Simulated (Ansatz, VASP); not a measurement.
**One calculation of AgCl, two programs**

The input INCAR:

```
  PREC = Accurate
  ENCUT = 520
  EDIFF = 1E-7
  ISMEAR = 0
  SIGMA = 0.1
  LREAL = F
  LASPH = T
  NELM = 60
  ALGO = Normal
  ISIF = 2
  LWAVE = F
  LCHARG = T
  GGA = PE
  LELF = T
  LVHAR = T
  NBANDS = 16
```

Contents of KPOINTS:

```
regular mesh
0
Gamma
  6 6 6
```

The input POSCAR:

```
AgCl
1.0
    1.9659570900      1.1350458500      3.1839969900
   -1.9659570900      1.1350458500      3.1839969900
    0.0000000000     -2.2700917100      3.1839969900
Ag Cl
1 1
Direct
    0.9760536000      0.9760536000      0.9760536000
    0.5239464000      0.5239464000      0.5239464000
```

Input for Ansatz:

```yaml
crystal:
  lattice:
    - [1.96595709, 1.13504585, 3.18399699]
    - [-1.96595709, 1.13504585, 3.18399699]
    - [0.0, -2.27009171, 3.18399699]
  atoms:
    - { symbol: Ag, position: [0.9760536, 0.9760536, 0.9760536] }
    - { symbol: Cl, position: [0.5239464, 0.5239464, 0.5239464] }
basis:
  ecutwfc: 420
kpoints:
  mp_grid: { grid: [6, 6, 6] }
hamiltonian:
  xc: pbe
scf:
  occupations: { method: gaussian, width: 0.1 }
  lower_state_search: "off"
output:
  forces: true
  stress: true
  eigenvalues: true
```

Alike in both runs: task single point; functional PBE; k mesh 6 × 6 × 6; occupations gaussian, width 0.1 eV; no spin polarisation.

|  | VASP | Ansatz |
| --- | --- | --- |
| version | VASP 6.6.1 | Ansatz 0.2.0 |
| potentials or method | VASP PAW PBE potentials, release 64 (Ag, Cl) | scalar-relativistic, plane waves, PAW |
| plane-wave cutoff (eV) | 520 | 420 |
| valence electrons in the cell | 18 | 26 |

VASP gave:

- gap on the k mesh at the Fermi level (eV): 0.82
- least direct gap on the mesh (eV): 2.06
- pressure (GPa): 4.7
- largest component of the traceless stress (GPa): 2.26
- rms of the force components (eV/Å): 0.279

**Question.** What did Ansatz give for the same quantities?

**Answer.** gap on the k mesh at the Fermi level (eV): 0.82; least direct gap on the mesh (eV): 2.07; pressure (GPa): 4.8; largest component of the traceless stress (GPa): 2.27; rms of the force components (eV/Å): 0.282.

Atom by atom the forces differ by 0.003 eV/Å (rms over components). The functional is the same, so the differences come from potentials, cutoffs and numerics. The two sets of potentials don't hold the same shells in valence.

A k mesh can miss the band edges. As with any semilocal functional, this PBE gap is likely too small.
